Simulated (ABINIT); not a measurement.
# LiCl (Fm-3m): one start, several treatments of the self-energy, part 2 of 2

How much does the gap of LiCl (Fm-3m) depend on the approximation to the self-energy?

ABINIT 10.8.3; PBE and many-body steps on it, plane waves. Known limits of the many-body steps: not at the basis limit.

So far. Step 5 (G0W0, Hybertsen-Louie plasmon pole): Against G0W0 in ABINIT (6×6×6 mesh, 292 bands, screening to 304.8 eV, Godby-Needs plasmon pole), the gap moves by +0.285 eV. Step 6 (G0W0, von der Linden-Horsch plasmon pole): Against G0W0 in ABINIT (6×6×6 mesh, 292 bands, screening to 304.8 eV, Godby-Needs plasmon pole), the gap moves by +0.255 eV.

## 7. G0W0, Engel-Farid plasmon pole

Level of this step: G0W0 on PBE, plane waves, norm-conserving pseudopotentials (ABINIT).

The input, run.abi:

```
acell 3*1.0 Angstrom
rprim 
  0.000000000000 2.571500000000 2.571500000000
  2.571500000000 0.000000000000 2.571500000000
  2.571500000000 2.571500000000 -0.000000000000
ntypat 2
znucl 3 17
natom 2
typat 1 2
xred 
  0.000000000000 0.000000000000 0.000000000000
  0.500000000000 0.500000000000 0.500000000000
pp_dirpath "pseudos"
pseudos "Li.upf, Cl.upf"
ecut 33
ngkpt 6 6 6
nshiftk 1
shiftk 0 0 0
kptopt 1
chksymbreak 0
istwfk *1
occopt 1
irdwfk 1
optdriver 4
nband 292
gwcalctyp 0
ecutsigx 33
symsigma 1
nkptgw 1
kptgw 
  0.0000000000 0.0000000000 0.0000000000
bdgw 
  3 9
ecuteps 11.2
irdscr 1
ppmodel 4
indata_prefix "in"
outdata_prefix "out"
tmpdata_prefix "tmp"
```

Run with:

```bash
$ OMP_NUM_THREADS=1 mpirun -n 4 abinit run.abi > log
```

Output:

```text
.Version 10.8.3 of ABINIT. v10.8.2 released Aug 2026.

 Symmetries : space group Fm -3 m (#225); Bravais cF (face-center cubic)
[... echo of the input left out ...]
== DATASET  1 ==================================================================
-   mpi_nproc: 4, omp_nthreads: 1 (-1 if OMP is not activated)

--- !DatasetInfo
iteration_state: {dtset: 1, }
dimensions: {natom: 2, nkpt: 16, mband: 292, nsppol: 1, nspinor: 1, nspden: 1, mpw: 2092, }
cutoff_energies: {ecut:  33.0, pawecutdg:  -1.0, }
[...]
7  11.985  -9.607  -4.365  -4.040   0.850  -0.176  -8.585   1.021  13.006
        8  11.985  -9.607  -4.365  -4.040   0.850  -0.176  -8.585   1.021  13.006
        9  11.985  -9.607  -4.365  -4.040   0.850  -0.176  -8.585   1.021  13.006

== END DATASET(S) ==============================================================
================================================================================

 -outvars: echo values of variables after computation  --------
           etotal      0.0000000000E+00
            nband         292
             nkpt          16
          spgroup         225
 [... the other variables as echoed above ...]

 Calculation completed.
```

It took 27 s on 4 MPI ranks of Arm Neoverse V1, shared host; peak memory 2 GiB; 1.8 min of CPU time.

Numbers from this step:

```
G0W0 gap on the points computed              : 9.242 eV
starting gap on the mesh                     : 6.285 eV
k of the valence top                         : 0, 0, 0
k of the conduction bottom                   : 0, 0, 0
least direct G0W0 gap on the computed points : 9.242 eV
```

Against G0W0 in ABINIT (6×6×6 mesh, 292 bands, screening to 304.8 eV, Godby-Needs plasmon pole), the gap moves by +0.203 eV.

## 8. One-shot Hartree-Fock

This step: one-shot Hartree-Fock on PBE, plane waves, norm-conserving pseudopotentials.

run.abi, as its differences from that of step 7:

```diff
@@ -24,4 +24,4 @@
 optdriver 4
-nband 292
-gwcalctyp 0
+nband 9
+gwcalctyp 5
 ecutsigx 33
@@ -33,5 +33,4 @@
   3 9
-ecuteps 11.2
-irdscr 1
-ppmodel 4
+ixc_sigma 40
+fftgw 31
 indata_prefix "in"
```

Output:

```text
.Version 10.8.3 of ABINIT. v10.8.2 released Aug 2026.

 Symmetries : space group Fm -3 m (#225); Bravais cF (face-center cubic)
[... echo of the input left out ...]
== DATASET  1 ==================================================================
-   mpi_nproc: 4, omp_nthreads: 1 (-1 if OMP is not activated)

--- !DatasetInfo
iteration_state: {dtset: 1, }
dimensions: {natom: 2, nkpt: 16, mband: 9, nsppol: 1, nspinor: 1, nspden: 1, mpw: 2092, }
cutoff_energies: {ecut:  33.0, pawecutdg:  -1.0, }
[...]
7  11.985  -9.607  -4.365   0.000   1.000   0.000  -4.365   5.242  17.227
        8  11.985  -9.607  -4.365   0.000   1.000   0.000  -4.365   5.242  17.227
        9  11.985  -9.607  -4.365   0.000   1.000   0.000  -4.365   5.242  17.227

== END DATASET(S) ==============================================================
================================================================================

 -outvars: echo values of variables after computation  --------
           etotal      0.0000000000E+00
            nband           9
             nkpt          16
          spgroup         225
 [... the other variables as echoed above ...]

 Calculation completed.
```

The job ended after 2.1 s (4 MPI ranks; peak memory 0.16 GiB; 8.2 s of CPU time).

This step gave:

```
quasiparticle gap on the points computed              : 15.06 eV
starting gap on the mesh                              : 6.285 eV
k of the valence top                                  : 0, 0, 0
k of the conduction bottom                            : 0, 0, 0
least direct quasiparticle gap on the computed points : 15.06 eV
```

Against G0W0 in ABINIT (6×6×6 mesh, 292 bands, screening to 304.8 eV, Godby-Needs plasmon pole), the gap moves by +6.019 eV.

## 9. Screening, 6×6×6 mesh, 292 bands, screening to 304.8 eV

This step: RPA screening on PBE, plane waves, norm-conserving pseudopotentials.

run.abi, as its differences from that of step 8:

```diff
@@ -23,14 +23,14 @@
 irdwfk 1
-optdriver 4
-nband 9
-gwcalctyp 5
-ecutsigx 33
-symsigma 1
-nkptgw 1
-kptgw 
-  0.0000000000 0.0000000000 0.0000000000
-bdgw 
-  3 9
-ixc_sigma 40
-fftgw 31
+optdriver 3
+nband 292
+ecuteps 11.2
+inclvkb 2
+awtr 1
+symchi 1
+gwcalctyp 2
+nfreqre 16
+freqremax 40 eV
+nfreqim 8
+spmeth 1
+nomegasf 120
 indata_prefix "in"
```

Output:

```text
.Version 10.8.3 of ABINIT. v10.8.2 released Aug 2026.

 Symmetries : space group Fm -3 m (#225); Bravais cF (face-center cubic)
[... echo of the input left out ...]
== DATASET  1 ==================================================================
-   mpi_nproc: 4, omp_nthreads: 1 (-1 if OMP is not activated)

--- !DatasetInfo
iteration_state: {dtset: 1, }
dimensions: {natom: 2, nkpt: 16, mband: 292, nsppol: 1, nspinor: 1, nspden: 1, mpw: 2092, }
cutoff_energies: {ecut:  33.0, pawecutdg:  -1.0, }
electrons: {nelect:   1.00000000E+01, charge:   0.00000000E+00, occopt:   1.00000000E+00, tsmear:   1.00000000E-02, }

 SCREENING: Calculation of the susceptibility and dielectric matrices

 Based on a program developped by R.W. Godby, V. Olevano, G. Onida, and L. Reining.
 Incorporated in ABINIT by V. Olevano, G.-M. Rignanese, and M. Torrent.
.Using double precision arithmetic ; gwpc =  8

[... cell and pseudopotentials left out ...]
--------------------------------------------------------------------------------

 ==== K-mesh for the wavefunctions ====
 Number of points in the irreducible wedge :    16
[... list of points left out ...]
 Together with 48 symmetry operations and time-reversal symmetry
 yields   216 points in the full Brillouin Zone.

 ==== Q-mesh for the screening function ====
 Number of points in the irreducible wedge :    16
[... list of points left out ...]
 Together with 48 symmetry operations and time-reversal symmetry
 yields   216 points in the full Brillouin Zone.

 setmesh: FFT mesh size selected  =    27x   27x   27
          total number of points  =        19683

 vcoul_init : cutoff-mode = AUXILIARY_FUNCTION
 q-points for optical limit:   1
     1)      0.000010    0.000020    0.000030

- screening: taking advantage of time-reversal symmetry
- Maximum band index for partially occupied states nbvw = 5
- Remaining bands to be divided among processors   nbcw = 287
- Number of bands treated by each node ~71

 Number of electrons calculated from density =   10.0000; Expected =   10.0000
 average of density, n =  0.043573
 r_s =    1.7629
 omega_plasma =   20.1355 [eV]

 calculating chi0 at frequencies [eV] :
  1    0.000000E+00    0.000000E+00
  2    2.666667E+00    0.000000E+00
  3    5.333333E+00    0.000000E+00
[...]
23    0.000000E+00    5.128162E+01
 24    0.000000E+00    7.220509E+01

--------------------------------------------------------------------------------
  q-point number  1        q = ( 0.000000, 0.000000, 0.000000) [r.l.u.]
--------------------------------------------------------------------------------
[... chi0 elements left out ...]
  [... further frequencies ...]

 No. of calculated frequencies >  15, stop printing
 For q-point:  0.000010 0.000020 0.000030
  dielectric constant =   2.7894
  dielectric constant without local fields =   3.3001

  Average fulfillment of the sum rule on Im[epsilon] for q-point    1 :     92.68  [%]
[... wings left out ...]
  q-point number  2        q = ( 0.166667, 0.000000, 0.000000) [r.l.u.]
--------------------------------------------------------------------------------
[... chi0 elements left out ...]
  [... further frequencies ...]

 No. of calculated frequencies >  15, stop printing
  Average fulfillment of the sum rule on Im[epsilon] for q-point    2 :     94.37  [%]

 [... 14 further q-points ...]
```

Run time: 17 min. Hardware: 4 MPI ranks; peak memory 3 GiB; 67 min of CPU time.

This step gave:

```
ε∞ with local fields, on this mesh, along the program's q direction : 2.789
the same without local fields                                       : 3.300
plasma frequency                                                    : 20.14 eV
plane waves in the screening matrix                                 : 411
```

## 10. G0W0, contour deformation

This step: G0W0 on PBE, plane waves, norm-conserving pseudopotentials.

run.abi, as its differences from that of step 9:

```diff
@@ -23,14 +23,15 @@
 irdwfk 1
-optdriver 3
+optdriver 4
 nband 292
+gwcalctyp 2
+ecutsigx 33
+symsigma 1
+nkptgw 1
+kptgw 
+  0.0000000000 0.0000000000 0.0000000000
+bdgw 
+  3 9
 ecuteps 11.2
-inclvkb 2
-awtr 1
-symchi 1
-gwcalctyp 2
-nfreqre 16
-freqremax 40 eV
-nfreqim 8
-spmeth 1
-nomegasf 120
+irdscr 1
+gwmem 01
 indata_prefix "in"
```

Output:

```text
.Version 10.8.3 of ABINIT. v10.8.2 released Aug 2026.

 Symmetries : space group Fm -3 m (#225); Bravais cF (face-center cubic)
[... echo of the input left out ...]
== DATASET  1 ==================================================================
-   mpi_nproc: 4, omp_nthreads: 1 (-1 if OMP is not activated)

--- !DatasetInfo
iteration_state: {dtset: 1, }
dimensions: {natom: 2, nkpt: 16, mband: 292, nsppol: 1, nspinor: 1, nspden: 1, mpw: 2092, }
cutoff_energies: {ecut:  33.0, pawecutdg:  -1.0, }
[...]
4   0.193 -14.693 -19.029   1.733   0.791  -0.265 -16.750  -2.057  -1.864
[...]
9  11.985  -9.607  -4.365  -3.891   0.826  -0.211  -8.491   1.115  13.100
        9   0.000   0.000   0.000  -0.004   0.000   0.000  -0.003  -0.003  -0.003

== END DATASET(S) ==============================================================
================================================================================

 -outvars: echo values of variables after computation  --------
           etotal      0.0000000000E+00
            nband         292
             nkpt          16
          spgroup         225
 [... the other variables as echoed above ...]

 Calculation completed.
```

It took 41 s on 4 MPI ranks; peak memory 2 GiB; 2.7 min of CPU time.

This step gave:

```yaml
g0w0_gap_on_the_points_computed: 9.003 eV
starting_gap_on_the_mesh: 6.285 eV
k_of_the_valence_top: 0, 0, 0
k_of_the_conduction_bottom: 0, 0, 0
least_direct_g0w0_gap_on_the_computed_points: 9.003 eV
```

Against G0W0 in ABINIT (6×6×6 mesh, 292 bands, screening to 304.8 eV, Godby-Needs plasmon pole), the gap moves by −0.036 eV.

## 11. Screening, 6×6×6 mesh, 292 bands, screening to 304.8 eV

This step: RPA screening on PBE, plane waves, norm-conserving pseudopotentials.

run.abi, as its differences from that of step 10:

```diff
@@ -23,15 +23,11 @@
 irdwfk 1
-optdriver 4
+optdriver 3
 nband 292
-gwcalctyp 2
-ecutsigx 33
-symsigma 1
-nkptgw 1
-kptgw 
-  0.0000000000 0.0000000000 0.0000000000
-bdgw 
-  3 9
 ecuteps 11.2
-irdscr 1
-gwmem 01
+inclvkb 2
+awtr 1
+symchi 1
+gwcalctyp 1
+nfreqre 0
+nfreqim 16
 indata_prefix "in"
```

Output:

```text
.Version 10.8.3 of ABINIT. v10.8.2 released Aug 2026.

 Symmetries : space group Fm -3 m (#225); Bravais cF (face-center cubic)
[... echo of the input left out ...]
== DATASET  1 ==================================================================
-   mpi_nproc: 4, omp_nthreads: 1 (-1 if OMP is not activated)

--- !DatasetInfo
iteration_state: {dtset: 1, }
dimensions: {natom: 2, nkpt: 16, mband: 292, nsppol: 1, nspinor: 1, nspden: 1, mpw: 2092, }
cutoff_energies: {ecut:  33.0, pawecutdg:  -1.0, }
[...]
No. of calculated frequencies >  15, stop printing
 For q-point:  0.000010 0.000020 0.000030
  dielectric constant =   2.7540
  dielectric constant without local fields =   3.2521

  Average fulfillment of the sum rule on Im[epsilon] for q-point    1 :     92.67  [%]
[... wings left out ...]
  q-point number  2        q = ( 0.166667, 0.000000, 0.000000) [r.l.u.]
--------------------------------------------------------------------------------
[... chi0 elements left out ...]
  [... further frequencies ...]

 No. of calculated frequencies >  15, stop printing
  Average fulfillment of the sum rule on Im[epsilon] for q-point    2 :     94.37  [%]

 [... 14 further q-points ...]
```

Elapsed: 35 min, on 4 MPI ranks; peak memory 2.4 GiB.

This step gave:

| Item | Value |
| --- | --- |
| ε∞ with local fields, on this mesh, along the program's q direction | 2.754 |
| the same without local fields | 3.252 |
| plasma frequency | 20.14 eV |
| plane waves in the screening matrix | 411 |

## 12. G0W0, analytic continuation

This step: G0W0 on PBE, plane waves, norm-conserving pseudopotentials.

run.abi, as its differences from that of step 11:

```diff
@@ -23,11 +23,16 @@
 irdwfk 1
-optdriver 3
+optdriver 4
 nband 292
+gwcalctyp 1
+ecutsigx 33
+symsigma 1
+nkptgw 1
+kptgw 
+  0.0000000000 0.0000000000 0.0000000000
+bdgw 
+  3 9
 ecuteps 11.2
-inclvkb 2
-awtr 1
-symchi 1
-gwcalctyp 1
-nfreqre 0
-nfreqim 16
+irdscr 1
+nomegasi 12
+omegasimax 25 eV
 indata_prefix "in"
```

Output:

```text
.Version 10.8.3 of ABINIT. v10.8.2 released Aug 2026.

 Symmetries : space group Fm -3 m (#225); Bravais cF (face-center cubic)
[... echo of the input left out ...]
== DATASET  1 ==================================================================
-   mpi_nproc: 4, omp_nthreads: 1 (-1 if OMP is not activated)

--- !DatasetInfo
iteration_state: {dtset: 1, }
dimensions: {natom: 2, nkpt: 16, mband: 292, nsppol: 1, nspinor: 1, nspden: 1, mpw: 2092, }
cutoff_energies: {ecut:  33.0, pawecutdg:  -1.0, }
[...]
4  -3.142 -14.693 -19.029   1.569   0.789  -0.267 -16.815  -2.122  -5.264
[...]
9   8.650  -9.607  -4.365  -3.885   0.850  -0.176  -8.460   1.147   9.797
        9   0.000   0.000   0.000  -0.017  -0.001  -0.002  -0.016  -0.016  -0.016

== END DATASET(S) ==============================================================
================================================================================

 -outvars: echo values of variables after computation  --------
           etotal      0.0000000000E+00
            nband         292
             nkpt          16
          spgroup         225
 [... the other variables as echoed above ...]

 Calculation completed.
```

It took 37 s on 4 MPI ranks; peak memory 3.3 GiB; 2.4 min of CPU time.

This step gave:

```
G0W0 gap on the points computed              : 9.026 eV
starting gap on the mesh                     : 6.285 eV
k of the valence top                         : 0, 0, 0
k of the conduction bottom                   : 0, 0, 0
least direct G0W0 gap on the computed points : 9.026 eV
```

Against G0W0 in ABINIT (6×6×6 mesh, 292 bands, screening to 304.8 eV, Godby-Needs plasmon pole), the gap moves by −0.013 eV.

## 13. Side by side

Times are wall times on 4 MPI ranks of Arm Neoverse V1, shared host, good to a factor of about two. A run's time includes the screening step that it read.

```
                                     run   mesh  bands  screening cutoff (eV)  DFT gap (eV)  gap on the mesh (eV)  direct (eV)  ε∞ used     time
          G0W0, Godby-Needs plasmon pole  6×6×6    292                  304.8         6.285                 9.039        9.039     2.75    7 min
      G0W0, Hybertsen-Louie plasmon pole  6×6×6    292                  304.8         6.285                 9.324        9.324     2.75  6.9 min
G0W0, von der Linden-Horsch plasmon pole  6×6×6    292                  304.8         6.285                 9.294        9.294     2.75  6.3 min
          G0W0, Engel-Farid plasmon pole  6×6×6    292                  304.8         6.285                 9.242        9.242     2.75  6.3 min
                   one-shot Hartree-Fock  6×6×6      -                      -         6.285                15.058       15.058        -    2.1 s
               G0W0, contour deformation  6×6×6    292                  304.8         6.285                 9.003        9.003     2.79   17 min
             G0W0, analytic continuation  6×6×6    292                  304.8         6.285                 9.026        9.026     2.75   36 min
```

## 14. Summary of results

```json
{
 "G0W0, Godby-Needs plasmon pole": "9.039 eV",
 "G0W0, Hybertsen-Louie plasmon pole": "9.324 eV",
 "G0W0, von der Linden-Horsch plasmon pole": "9.294 eV",
 "G0W0, Engel-Farid plasmon pole": "9.242 eV",
 "one-shot Hartree-Fock": "15.058 eV",
 "G0W0, contour deformation": "9.003 eV",
 "G0W0, analytic continuation": "9.026 eV",
 "known limits": "not at the basis limit"
}
```

What this shows: G0W0, Hybertsen-Louie plasmon pole: +0.285 eV against G0W0, Godby-Needs plasmon pole. G0W0, von der Linden-Horsch plasmon pole: +0.255 eV against G0W0, Godby-Needs plasmon pole. G0W0, Engel-Farid plasmon pole: +0.203 eV against G0W0, Godby-Needs plasmon pole. One-shot Hartree-Fock: +6.019 eV against G0W0, Godby-Needs plasmon pole. G0W0, contour deformation: −0.036 eV against G0W0, Godby-Needs plasmon pole. G0W0, analytic continuation: −0.013 eV against G0W0, Godby-Needs plasmon pole. Bare exchange alone opens the gap to 15.06 eV; against G0W0, correlation takes back 6.02 eV. Bands and cutoff are finite, so the gap is not at the basis limit. The miss can reach some tenths of an eV and take either sign; the mesh is an error of its own. In the G0W0 runs levels were corrected at 1 k point alone, so a gap called «on the mesh» is the least over those, and an edge elsewhere would be missed.

[Paths, hosts, dates, memory and timing lines, banners, echoed tables and standing remarks are left out of the program output.]

[Logs are printed without paths, hosts, clocks, repeated set-up lines and the standing remarks that a program may print on its own settings, such as how far it seeks lower states.]

[Runs of the session that timed out or met a known fault of the program may be left out.]

[Hosts, paths, dates, database ids (printed as entryN), source tags and the programs' standing remarks are cut or masked in the printed files.]

[G0W0 gaps are taken among the corrected bands and points alone; a level outside them can change the order at an edge.]

[Where Ansatz stands beside ABINIT at settings called matched, ABINIT's density can come from a denser mesh and the files from another edition; pairs whose starting gaps differed by over 0.03 eV were left out, so agreement reads better than it is.]
